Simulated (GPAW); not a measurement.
# C (Fd-3m) in GPAW: notebook

Aim: see how the results for C move with the level of theory and the settings. Levels: LDA, PBE, PBEsol. Tasks: equation of state, band structure.

Everything below comes from runs of GPAW 26.7.0. Logs are shortened: lines on timing, memory, paths and dates and some standing lists are left out, and cuts for length are marked. The log counts tension as positive stress, the text compression.

**What was measured.**

“Equation of state of cubic boron nitride at high pressures and temperatures”, 2007, arxiv:cond-mat/0702656 quotes, for a bulk crystal of C: bulk modulus 442 ± 5 GPa.

The runs below are set against these values where they give the same quantity.

### 1 The crystal as given

Symmetry: Fd-3m, No. 227, cubic system. Conventional cell: a = 3.567 Å, b = 3.567 Å, c = 3.567 Å, α = 90.00°, β = 90.00°, γ = 90.00°. C (site symmetry -43m) has 4 C at 1.54 Å as nearest neighbours.

This isn't the form of C at room conditions, which is graphite.

### 2 Equation of state, LDA

Contents of run.py:

```python
from ase.eos import EquationOfState
from ase.io import Trajectory, read
from ase.units import GPa
from gpaw import GPAW, PW

atoms = read('C.xyz')

traj = Trajectory('eos.traj', 'w')
volumes, energies = [], []
for x in [0.94, 0.96, 0.98, 1.0, 1.02, 1.04, 1.06]:
    a = atoms.copy()
    a.set_cell(atoms.cell * x**(1 / 3), scale_atoms=True)
    calc = GPAW(mode=PW(800),
                xc='LDA',
                kpts={'size': (13, 13, 13), 'gamma': True},
                occupations={'name': 'methfessel-paxton', 'order': 0, 'width': 0.05},
                nbands=11,
                convergence={'density': 1e-05, 'energy': 1e-05},
                maxiter=150,
                txt=f'eos-{x:.2f}.txt')
    a.calc = calc
    energies.append(a.get_potential_energy(force_consistent=True))
    volumes.append(a.get_volume())
    p = -a.get_stress()[:3].mean() / GPa
    calc.write(f'eos-{x:.2f}.gpw')
    traj.write(a)
    print(f'{x:.2f} {volumes[-1]:10.4f} A^3 {energies[-1]:14.6f} eV {p:9.3f} GPa', flush=True)

v0, e0, B = EquationOfState(volumes, energies, eos='birchmurnaghan').fit()
print(f'V0 = {v0:.4f} A^3, E0 = {e0:.6f} eV, B0 = {B / GPa:.2f} GPa')
```

Contents of C.xyz:

```xyz
2
Lattice="0.0000000000 1.7833700000 1.7833700000 1.7833700000 0.0000000000 1.7833700000 1.7833700000 1.7833700000 0.0000000000" Properties=species:S:1:pos:R:3 pbc="T T T"
C      2.6750550000      2.6750550000      2.6750550000
C      1.7833700000      1.7833700000      1.7833700000
```

Potentials or basis: the program's PAW data sets (release 1.2.1) made for this functional, pw.

On the command line:

```
$ OMP_NUM_THREADS=1 python run.py
```

Output:

```text
__  _  _
 | _ |_)|_||  |
 |__||  | ||/\| - 26.7.0

Input parameters:
  mode=PW(ecut=800.0),
  convergence={'density': 1e-05, 'energy': 1e-05},
  kpts=MonkhorstPack(size=(13, 13, 13), gamma=True),
  maxiter=150,
  nbands=11,
  occupations=Occupations(name='methfessel-paxton', order=0, width=0.05),
  xc=XC(name='LDA')

Diagonalizing LCAO Hamiltonian
Converting LCAO to pw mode

          C
       C

Atoms  # Å, Bohr magnetons
|   | symbol |        x |        y |        z |    initial magnetic moments |
|---|--------|----------|----------|----------|-----------------------------|
| 0 |      C | 2.638901 | 2.638901 | 2.638901 | ( 0.0000,  0.0000,  0.0000) |
| 1 |      C | 1.759267 | 1.759267 | 1.759267 | ( 0.0000,  0.0000,  0.0000) |

Unit cell  # Å
| periodic |        x |        y |        z |  lengths |    angles |
|----------|----------|----------|----------|----------|-----------|
|      yes | 0.000000 | 1.759267 | 1.759267 | 2.487980 | 60.000000 |
|      yes | 1.759267 | 0.000000 | 1.759267 | 2.487980 | 60.000000 |
|      yes | 1.759267 | 1.759267 | 0.000000 | 2.487980 | 60.000000 |

Number of symmetries: 24
Symmetry operations  # r_c * U_cc + t_c -> r_c
|    | kind |            matrix            |
|----|------|------------------------------|
|  0 |  E   |  1, 0, 0,  0, 1, 0,  0, 0, 1 |
|  1 |  σ   |  1, 0, 0,  0, 0, 1,  0, 1, 0 |
|  2 |  σ   |  1, 0,-1,  0, 1,-1,  0, 0,-1 |
|  3 |  C3  |  1, 0,-1,  0, 0,-1,  0, 1,-1 |
|  4 |  C3  |  1,-1, 0,  0,-1, 1,  0,-1, 0 |
|  5 |  σ   |  1,-1, 0,  0,-1, 0,  0,-1, 1 |
|  6 |  σ   |  0, 1, 0,  1, 0, 0,  0, 0, 1 |
|  7 |  C3  |  0, 1, 0,  0, 0, 1,  1, 0, 0 |
|  8 |  C2  |  0, 1,-1,  1, 0,-1,  0, 0,-1 |
|  9 |  S4  |  0, 1,-1,  0, 0,-1,  1, 0,-1 |
| 10 |  C3  |  0, 0, 1,  1, 0, 0,  0, 1, 0 |
| 11 |  σ   |  0, 0, 1,  0, 1, 0,  1, 0, 0 |
| 12 |  S4  |  0, 0,-1,  1, 0,-1,  0, 1,-1 |
| 13 |  C3  |  0, 0,-1,  0, 1,-1,  1, 0,-1 |
| 14 |  S4  |  0,-1, 1,  1,-1, 0,  0,-1, 0 |
| 15 |  C2  |  0,-1, 1,  0,-1, 0,  1,-1, 0 |
| 16 |  C3  |  0,-1, 0,  1,-1, 0,  0,-1, 1 |
| 17 |  S4  |  0,-1, 0,  0,-1, 1,  1,-1, 0 |
| 18 |  S4  | -1, 1, 0, -1, 0, 1, -1, 0, 0 |
| 19 |  C3  | -1, 1, 0, -1, 0, 0, -1, 0, 1 |
| 20 |  C3  | -1, 0, 1, -1, 1, 0, -1, 0, 0 |
| 21 |  S4  | -1, 0, 1, -1, 0, 0, -1, 1, 0 |
| 22 |  σ   | -1, 0, 0, -1, 1, 0, -1, 0, 1 |
| 23 |  C2  | -1, 0, 0, -1, 0, 1, -1, 1, 0 |

BZ-sampling:
  Number of BZ points: 2197
  Number of IBZ points: 84

  Monkhorst-Pack size: [13, 13, 13]
  Monkhorst-Pack shift: [0, 0, 0]

K-points  # in reciprocal-cell coordinates
|     |                                coordinates |     weight |
|-----|--------------------------------------------|------------|
|   0 | (  0.00000000,   0.00000000,   0.00000000) | 0.00045517 |
|   1 | (  0.07692308,   0.07692308,   0.00000000) | 0.00273100 |
|   2 | (  0.07692308,   0.07692308,   0.07692308) | 0.00364133 |
|   3 | (  0.15384615,   0.07692308,   0.07692308) | 0.00546199 |
|   4 | (  0.15384615,   0.15384615,   0.00000000) | 0.00273100 |
|   5 | (  0.15384615,   0.15384615,   0.07692308) | 0.01092399 |
|   6 | (  0.15384615,   0.15384615,   0.15384615) | 0.00364133 |
|   7 | (  0.23076923,   0.15384615,   0.07692308) | 0.01092399 |
|   8 | (  0.23076923,   0.15384615,   0.15384615) | 0.01092399 |
|   9 | (  0.23076923,   0.23076923,   0.00000000) | 0.00273100 |
| ... |                                            |            |
|  83 | (  0.46153846,   0.46153846,   0.46153846) | 0.00364133 |

Plane wave coefficients: 571
Cutoff: 800.0 eV

Spin-components: 1 (collinear spins)
Bands:           11
Projectors:      10
Spin-degeneracy: 2
Datatype:        complex128

Parallelization:
  kpt:    1
  domain: 1
  band:   1

Density:
  Valence electrons: 8.0
  Components: 1
  Grid points: [18 18 18]
  Charge: 0.0  # |e|

Potential:
  Grid points: [18 18 18]

species:
  C:
    name:    Carbon
    Z:       6.0
    valence: 4
    core:    2
    charge:  0.0  # [|e|]
    compensation charges:
      type: gauss
      rc: 0.20  # [Å]
      lmax: 2
    cutoffs:
      filter: 1.14  # [Å]
      core: 1.14  # [Å]
    projectors
    | kind |    occ | energy [eV] | rcut [Å] |
    |------|--------|-------------|----------|
    |   2s |  2.000 |     -13.639 |    0.635 |
    |   2p |  2.000 |      -5.414 |    0.635 |
    |    s |        |      13.573 |    0.635 |
    |    p |        |      21.797 |    0.635 |
    |    d |        |       0.000 |    0.635 |

    Using partial waves for C as LCAO basis

Reference energy: -2037.605076  # eV

eigensolver:
  PPCG
  Converge bands: occupied
  niter=2

density mixing:
  MSR1-Mixer
  Pratt-step length: 0.05
  Maximum mixing coefficient: 0.75
  Old densities: 10
  SVD Regularization: 0.005
  Good broyden scale: 1.0
  Trust region scale: 1.0
  Backstep threshold: 4.0
  History deletion threshold: 6.0
  Fourier metric: weight=20.0, sigma=0.015

occupation numbers:
  Methfessel-Paxton:
    width: 0.0500  # eV
    order: 0

poisson solver:
  ecut: 6400.0  # eV

xc functional:
  name: None

convergence criteria:
- Maximum integral of absolute [dens]ity change: 1e-05 electrons / valence electron
- Maximum [total energy] change in last 3 cyles: 1e-05 eV / valence electron
- Maximum integral of absolute [eigenst]ate change: 4e-08 eV^2 / valence electron
maximum number of iterations: 150

SCF iterations
|iter     | |      energy | eigst |  dens |
|---------|-|-------------|-------|-------|
|iter:   1| |  -21.011194 | +0.17 |       |
|iter:   2| |  -20.914812 | -2.73 | -0.78 |
|iter:   3| |  -20.298067 | -1.43 | -0.81 |
|iter:   4| |  -20.286899 | -2.70 | -1.49 |
|iter:   5| |  -20.287307 | -4.32 | -2.21 |
|iter:   6| |  -20.287313 | -6.72 | -3.47 |
|iter:   7| |  -20.287313c| -8.31c| -4.11 |
|iter:   8| |  -20.287313c| -9.09c| -5.54c|

Converged in 8 steps
Energy contributions relative to reference atoms: (reference = -2037.605076)

Energy contributions:
  Kinetic:          21.026973
  Coulomb:         -19.000432
  Zero:              0.043261
  External:          0.000000
  Xc:              -22.357115
  Entropy:           0.000000
  Spinorbit:         0.000000
  ----------------------------
  Free energy:     -20.287313
  Extrapolated:    -20.287313

dipole moment: (2.133217, 2.133217, 2.133217)  # |e|*Ang

Fermi level: 14.306
Eigenvalues  # (at kpt = [0.000, 0.000, 0.000])
| band index |      eig [eV] | occ [0-2] |
|------------|---------------|-----------|
|          0 |        -9.379 |     2.000 |
|          1 |        12.498 |     2.000 |
|          2 |        12.498 |     2.000 |
|          3 |        12.498 |     2.000 |
|          4 |        18.159 |     0.000 |
|          5 |        18.159 |     0.000 |
|          6 |        18.159 |     0.000 |
|          7 |        26.990 |     0.000 |
|          8 |        32.062 |     0.000 |
|          9 |        39.646 |     0.000 |
|         10 |        40.229 |     0.000 |

Gap: 4.205 eV
Transition (v -> c):
  (s=0, k=0, n=3, [0.00, 0.00, 0.00]) -> (s=0, k=35, n=4, [0.38, 0.38, 0.00])
Direct/indirect transitions are different
Direct gap: 5.661 eV
Transition at: (s=0, k=0, n=3, [0.00, 0.00, 0.00])

Stress tensor  # eV/Ang^3
|         x |         y |         z |
|-----------|-----------|-----------|
| -0.031394 |  0.000000 |  0.000000 |
|  0.000000 | -0.031394 |  0.000000 |
|  0.000000 |  0.000000 | -0.031394 |

# Writing to eos-0.96.gpw (mode='')
```

Wall time 90 s (1 thread of Arm Neoverse V1, shared host); peak memory 0.18 GiB.

What came out:

* Equilibrium volume: 5.51 Å³/atom
* Bulk modulus: 468 GPa
* Pressure derivative of the bulk modulus: 3.7

Energy against volume, from the lowest point:
```tsv
volume (Å³/atom)	energy (meV/atom)
5.332	8.61
5.445	0.67
5.558	0.00
5.672	5.86
5.785	17.68
5.899	34.92
6.012	57.09
```

### 3 Band structure, PBE

Contents of run.py:

```python
from ase.dft.bandgap import bandgap
from ase.io import read, write
from ase.units import GPa
from gpaw import GPAW, PW

atoms = read('C.xyz')

calc = GPAW(mode=PW(800),
            xc='PBE',
            kpts={'size': (13, 13, 13), 'gamma': True},
            occupations={'name': 'fermi-dirac', 'width': 0.05},
            nbands=11,
            convergence={'density': 1e-05, 'energy': 1e-05},
            maxiter=150,
            txt='gpaw.txt')
atoms.calc = calc
energy = atoms.get_potential_energy()
forces = atoms.get_forces()
stress = atoms.get_stress()
calc.write('gs.gpw')
write('result.traj', atoms)
print(f'Energy: {energy:.6f} eV')
print('Forces (eV/A):')
print(forces.round(4))
print('Stress (GPa):', (stress / GPa).round(3))
print('Fermi level:', round(calc.get_fermi_level(), 4), 'eV')
print(f'Gap: {bandgap(calc)[0]:.4f} eV, direct: {bandgap(calc, direct=True)[0]:.4f} eV')

path = atoms.cell.bandpath('GXWKGLUWLK,UX', npoints=80, eps=1e-4)
bs_calc = calc.fixed_density(kpts=path, symmetry='off', nbands=18,
                             convergence={'bands': 'CBM+6.0', 'eigenstates': 1e-6}, txt='bands.txt')
bs = bs_calc.band_structure()
bs.write('bs.json')
print(f'Gap on the path: {bandgap(bs_calc)[0]:.4f} eV')
```

C.xyz is that of step 2.

Potentials or basis: GPAW PAW data sets (gpaw-data 1.2.1), pw.

On the command line:

```
$ OMP_NUM_THREADS=1 python run.py
```

It took 23 s on 1 thread of Arm Neoverse V1, shared host; peak memory 0.17 GiB.

Results (log left out):

* Free energy: -18.1958 eV
* Pressure: 1.4 GPa
* Band gap on the k mesh: 4.14 eV, indirect (least direct gap 5.60 eV)
* Band gap along the path: 4.13 eV, indirect (least direct gap 5.60 eV)

Levels at the corners of the path, in eV from the valence-band top:
```
point  band 1  band 2  band 3  band 4  band 5  band 6  band 7
    Γ  -21.48    0.00    0.00    0.00    5.60    5.60    5.60
    X  -12.77  -12.77   -6.30   -6.30    4.76    4.76   16.82
    W  -11.98  -11.98   -8.33   -8.33   10.63   10.63   12.32
    K  -12.98  -11.74   -9.32   -5.37    5.68   10.75   14.38
    Γ  -21.48    0.00    0.00    0.00    5.60    5.60    5.60
    L  -15.71  -13.38   -2.80   -2.80    8.46    8.46    8.85
    U  -12.98  -11.74   -9.32   -5.37    5.68   10.75   14.38
    W  -11.98  -11.98   -8.33   -8.33   10.63   10.63   12.32
    L  -15.71  -13.38   -2.80   -2.80    8.46    8.46    8.85
    K  -12.98  -11.74   -9.32   -5.37    5.68   10.75   14.38
    U  -12.98  -11.74   -9.32   -5.37    5.68   10.75   14.38
    X  -12.77  -12.77   -6.30   -6.30    4.76    4.76   16.82
```

[end of part 1 of 2]
